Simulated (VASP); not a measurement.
# InP (F-43m) in VASP: a series of runs, part 2 of 2

VASP 6.6.1. Earlier steps stand in the parts before.

## 3. Relaxation of cell and atoms, PBE

This run uses another cell than the first one, of 26.43 Å³/atom, 1.050 times its volume.

File INCAR:

```
SYSTEM = InP
PREC = Accurate ; ENCUT = 520
EDIFF = 1E-7 ; ISMEAR = 0
SIGMA = 0.02 ; LREAL = .False.
LASPH = .True. ; NELM = 60
ALGO = Fast ; ISIF = 3
LWAVE = .False. ; LCHARG = .False.
GGA = PE ; IBRION = 2
NSW = 80 ; EDIFFG = -0.002
KPAR = 4
```

File KPOINTS:

```
Automatic mesh
0
Gamma
  10 10 10
  0 0 0
```

File POSCAR:

```
InP                                     
1.0
    0.0000000000      2.9788850653      2.9788850653
    2.9788850653      0.0000000000      2.9788850653
    2.9788850653      2.9788850653     -0.0000000000
  In              P             
     1     1
Direct
     0.0000000000000000    0.0000000000000000    0.0000000000000000
     0.2500000000000000    0.2500000000000000    0.2500000000000000
```

Potentials or basis: VASP PAW PBE potentials, release 64 (In_d, P).

Run with:

```sh
$ cat potpaw_PBE.64/In_d/POTCAR potpaw_PBE.64/P/POTCAR > POTCAR
$ mpirun -np 4 vasp_std > vasp.out
```

OUTCAR:

```text
SYSTEM = InP
   PREC = Accurate
   ENCUT = 520
   EDIFF = 1E-7
   ISMEAR = 0
   LREAL = .False.
   LASPH = .True.
   NELM = 60
   ISIF = 3
   GGA = PE
   IBRION = 2
   NSW = 80
   EDIFFG = -0.002

 ion  position               nearest neighbor table
   1  0.000  0.000  0.000-   2 2.58   2 2.58   2 2.58   2 2.58
   2  0.250  0.250  0.250-   1 2.58   1 2.58   1 2.58   1 2.58

  LATTYP: Found a face centered cubic cell.
 ALAT       =     5.9577701306

  Lattice vectors:

 A1 = (   0.0000000000,   2.9788850653,   2.9788850653)
 A2 = (   2.9788850653,   0.0000000000,   2.9788850653)
 A3 = (   2.9788850653,   2.9788850653,   0.0000000000)

Analysis of symmetry for initial positions (statically):
=====================================================================
 Subroutine PRICEL returns:
 Original cell was already a primitive cell.

 Routine SETGRP: Setting up the symmetry group for a
 face centered cubic supercell.

 Subroutine GETGRP returns: Found 24 space group operations
 (whereof 24 operations were pure point group operations)
 out of a pool of 48 trial point group operations.

The static configuration has the point symmetry T_d .

Analysis of symmetry for dynamics (positions and initial velocities):
=====================================================================
 Subroutine PRICEL returns:
 Original cell was already a primitive cell.

 Routine SETGRP: Setting up the symmetry group for a
 face centered cubic supercell.

 Subroutine GETGRP returns: Found 24 space group operations
 (whereof 24 operations were pure point group operations)
 out of a pool of 48 trial point group operations.

The dynamic configuration has the point symmetry T_d .

 Subroutine INISYM returns: Found 24 space group operations
 (whereof 24 operations are pure point group operations),
 and found     1 'primitive' translations

----------------------------------------------------------------------------------------

                                     Primitive cell
[... 123 lines left out ...]
 non-spin polarized calculation
 RMM-DIIS sequential band-by-band and
 Gauss-broadening in eV      SIGMA  =   0.02
  energy-cutoff  :      520.00
  volume of cell :       52.87
 maximum number of plane-waves:      1440
   NGX = 15   NGY = 15   NGZ = 15

 number of electron      18.0000005 magnetization

 Free energy of the ion-electron system (eV)
  ---------------------------------------------------
  ext. energy  EPLUGINS =         0.00000000
  ---------------------------------------------------
  free energy    TOTEN  =        -8.40800159 eV

  energy without entropy =       -8.40800159  energy(sigma->0) =       -8.40800159

 E-fermi :   4.7662     XC(G=0):  -9.0668

 val. band max:        4.6656083415   @ k =   0.0000   0.0000   0.0000
 cond. band min:       5.1095851959   @ k =   0.0000   0.0000   0.0000
 fundamental gap:      0.4439768544
 Fermi energy:         4.7661897461

 k-point     1 :       0.0000    0.0000    0.0000
  band No.  band energies     occupation
      1      -9.4304      2.00000
      2      -9.4304      2.00000
      3      -9.4304      2.00000
      4      -9.3014      2.00000
      5      -9.3014      2.00000
      6      -6.5266      2.00000
      7       4.6656      2.00000
      8       4.6656      2.00000
      9       4.6656      2.00000
     10       5.1096      0.00000
     11       8.7553      0.00000
     12       8.7553      0.00000
     13       8.7553      0.00000
[... 354 lines left out ...]
  band No.  band energies     occupation
      1      -9.5551      2.00000
      2      -9.3659      2.00000
      3      -9.3632      2.00000
      4      -9.3299      2.00000
      5      -9.2790      2.00000
      6      -4.9908      2.00000
      7       0.0519      2.00000
      8       2.6325      2.00000
      9       2.8807      2.00000
     10       6.9635      0.00000
     11       7.6509      0.00000
     12      11.3762      0.00000
     13      12.0125      0.00000

 [... further k-points ...]

------------------------ aborting loop because EDIFF is reached ----------------------------------------

  FORCE on cell =-STRESS in cart. coord.  units (eV):
  Direction    XX          YY          ZZ          XY          YZ          ZX
  --------------------------------------------------------------------------------------
  -------------------------------------------------------------------------------------
  Total       -0.0004241     -0.0004241     -0.0004241      0.0000000     -0.0000000     -0.0000000
  in kB       -0.0128529     -0.0128529     -0.0128529      0.0000000     -0.0000000     -0.0000000
  external PRESSURE =      -0.0128529 kB  Pullay stress =       0.0000000 kB

 VOLUME and BASIS-vectors are now :
 -----------------------------------------------------------------------------
  energy-cutoff  :      520.00
  volume of cell :       52.87
      direct lattice vectors                 reciprocal lattice vectors
     0.000000000  2.978885065  2.978885065    -0.167848033  0.167848033  0.167848033
     2.978885065  0.000000000  2.978885065     0.167848033 -0.167848033  0.167848033
     2.978885065  2.978885065  0.000000000     0.167848033  0.167848033 -0.167848033

 POSITION                                       TOTAL-FORCE (eV/Angst)
 -----------------------------------------------------------------------------------
      0.00000      0.00000      0.00000         0.000000     -0.000000      0.000000
      1.48944      1.48944      1.48944        -0.000000      0.000000      0.000000
 -----------------------------------------------------------------------------------
    total drift:                               -0.000000     -0.000000     -0.000000

  FREE ENERGIE OF THE ION-ELECTRON SYSTEM (eV)
  ---------------------------------------------------
  free  energy   TOTEN  =        -8.4080015856 eV

  energy  without entropy=       -8.4080015856  energy(sigma->0) =       -8.40800159

 reached required accuracy - stopping structural energy minimisation
```

OSZICAR:

```text
N       E                     dE             d eps       ncg     rms          rms(c)
DAV:   1     0.114836334690E+03    0.11484E+03   -0.86491E+03  1222   0.153E+03
DAV:   2    -0.274224425414E+00   -0.11511E+03   -0.11171E+03  1267   0.333E+02
DAV:   3    -0.857097774728E+01   -0.82968E+01   -0.82444E+01  1597   0.927E+01
DAV:   4    -0.879727205146E+01   -0.22629E+00   -0.22611E+00  1407   0.170E+01
DAV:   5    -0.880907685906E+01   -0.11805E-01   -0.11804E-01  1843   0.343E+00    0.526E+00
RMM:   6    -0.842692845784E+01    0.38215E+00   -0.56656E-01  1235   0.733E+00    0.297E+00
RMM:   7    -0.840787919374E+01    0.19049E-01   -0.32984E-01  1239   0.333E+00    0.126E+00
RMM:   8    -0.840611935965E+01    0.17598E-02   -0.33009E-02  1317   0.297E+00    0.255E-01
RMM:   9    -0.840751459101E+01   -0.13952E-02   -0.16544E-02  1330   0.123E+00    0.142E-01
RMM:  10    -0.840786179184E+01   -0.34720E-03   -0.38520E-03  1514   0.668E-01    0.136E-01
RMM:  11    -0.840795600580E+01   -0.94214E-04   -0.45526E-04  1353   0.257E-01    0.363E-02
RMM:  12    -0.840800858897E+01   -0.52583E-04   -0.19987E-04  1367   0.154E-01    0.317E-02
RMM:  13    -0.840800438700E+01    0.42020E-05   -0.37664E-05  1654   0.620E-02    0.244E-02
RMM:  14    -0.840800357038E+01    0.81663E-06   -0.71707E-06  1597   0.224E-02    0.197E-02
RMM:  15    -0.840800325759E+01    0.31279E-06   -0.11567E-06  1299   0.117E-02    0.187E-02
RMM:  16    -0.840800126221E+01    0.19954E-05   -0.69290E-06  1215   0.173E-02    0.127E-02
RMM:  17    -0.840800157105E+01   -0.30884E-06   -0.12265E-06  1203   0.977E-03    0.566E-03
RMM:  18    -0.840800158556E+01   -0.14517E-07   -0.18340E-07   887   0.486E-03
   1 F= -.84080016E+01 E0= -.84080016E+01  d E =-.840800E+01
```

It took 17 s on 4 MPI ranks of Intel Xeon Platinum 8488C (Sapphire Rapids), shared host; peak memory 0.18 GiB.

What came out:

| Quantity | Value |
| --- | --- |
| Free energy | -8.4080 eV |
| Pressure after relaxing | 0.0 GPa |
| Band gap on the k mesh | 0.44 eV, direct |

Final structure:
```yaml
crystal:
  lattice:
    - [0.00000, 2.97889, 2.97889]
    - [2.97889, 0.00000, 2.97889]
    - [2.97889, 2.97889, 0.00000]
  atoms:
    - { symbol: In, position: [0.00000, 0.00000, 0.00000] }
    - { symbol: P, position: [0.25000, 0.25000, 0.25000] }
```

Caveat: the relaxation stopped at its first step, so nothing moved; spin-orbit coupling is left out, which moves the levels of the heavy elements.
